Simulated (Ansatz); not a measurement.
Input of an Ansatz 0.2.0 run:

input.yaml

```yaml
crystal:
  lattice:
    - [3.65176, 0.0, 0.0]
    - [-1.82588, 3.16251, 0.0]
    - [0.0, 0.0, 29.87378]
  atoms:
    - { symbol: Hf, position: [0.0, 0.0, 0.30127] }
    - { symbol: S, position: [0.66667, 0.33333, 0.25284] }
    - { symbol: S, position: [0.33333, 0.66667, 0.34969] }
kpoints:
  mp_grid: { grid: [8, 8, 1] }
scf:
  occupations: { method: fermi_dirac, width: 0.05 }
hamiltonian:
  xc: pbe
  pseudopotentials: { kind: all_electron, lapw: { basis_error: 0.001 } }
output:
  forces: true
  stress: true
  eigenvalues: true
  populations: true
```

Potentials or basis: all-electron LAPW, scalar-relativistic.

Command:

```sh
$ ansatz run input.yaml --threads 4 --pin off --max-ram 14336MiB --backend cpu --events-out ev --progress --plain --runs-dir out
```

Task: Estimate the work function.

Result: 5.77 eV.

Task: Predict the band gap on the k mesh.

Result: 1.30 eV, indirect (least direct gap 2.07 eV).

Task: What does it give for the Loewdin charges?

Result: Hf +0.81; S -0.33 e.

Caveat: spin-orbit coupling is left out, which moves the levels of the heavy elements. As with any semilocal functional, this PBE gap is likely too small.
